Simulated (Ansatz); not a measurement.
Set up this calculation in Ansatz 0.2.0, as the native input.

- Task: band structure
- Functional: HSE03
- Potentials or basis: Ansatz PAW
- Cutoff: 420 eV (not typed: the program's choice for these potentials)
- k mesh: 4 × 4 × 4
- Occupations: fermi-dirac, width 0.05 eV
- Spin: no spin polarisation
- Path: [["G", "X", "W", "K", "G", "L", "U", "W", "L", "K"], ["U", "X"]]
- Points for each segment of the path: 4

Crystal: PbS (Galena).

```xyz
2
Lattice="0.0000 2.9657 2.9657 2.9657 0.0000 2.9657 2.9657 2.9657 0.0000" Properties=species:S:1:pos:R:3 pbc="T T T"
Pb    0.0000    0.0000    0.0000
S     2.9657    2.9657    2.9657
```

These files were run (other wordings do the same):

input.yaml

```yaml
crystal:
  lattice:
    - [0.0, 2.96575, 2.96575]
    - [2.96575, 0.0, 2.96575]
    - [2.96575, 2.96575, 0.0]
  atoms:
    - { symbol: Pb, position: [0.0, 0.0, 0.0] }
    - { symbol: S, position: [0.5, 0.5, 0.5] }
hamiltonian:
  xc: { exchange: pbe, correlation: pbe, exx: { coeff: 0.25, omega: 0.3 } }
  pseudopotentials: { kind: paw }
kpoints:
  mp_grid: { grid: [4, 4, 4] }
  band_path:
    path:
      - [[0.0, 0.0, 0.0], [0.5, 0.0, 0.5], [0.5, 0.25, 0.75], [0.375, 0.375, 0.75], [0.0, 0.0, 0.0], [0.5, 0.5, 0.5], [0.625, 0.25, 0.625], [0.5, 0.25, 0.75], [0.5, 0.5, 0.5], [0.375, 0.375, 0.75]]
      - [[0.625, 0.25, 0.625], [0.5, 0.0, 0.5]]
    npoints: 4
scf:
  occupations: { method: fermi_dirac, width: 0.05 }
  n_extra_bands: 6
output:
  forces: true
  stress: true
  eigenvalues: true
  fatbands: false
```

Potentials or basis: Ansatz PAW.

Run with:

```bash
$ ansatz run input.yaml --threads 2 --pin off --max-ram 5632MiB --backend cpu --events-out ev --progress --plain --runs-dir out
```

It gave:

The pressure is 1.3 GPa, the band gap on the k mesh is 0.66 eV, direct and the band gap along the path is 0.66 eV, direct.

Caveat: the k mesh is coarse (spacing up to 0.46 Å⁻¹), so the values aren't converged, least of all with exact exchange; spin-orbit coupling is left out, which as a rule narrows the gap of such compounds by several tenths of an eV; the PAW data sets come from PBE, with cores solved anew for the run's functional, which leaves a small shift of forces and pressure; the thresholds are loose for stress.

Run time: 81 s on 2 threads of Arm Neoverse V2, with other jobs on the host, peak memory 0.64 GiB.
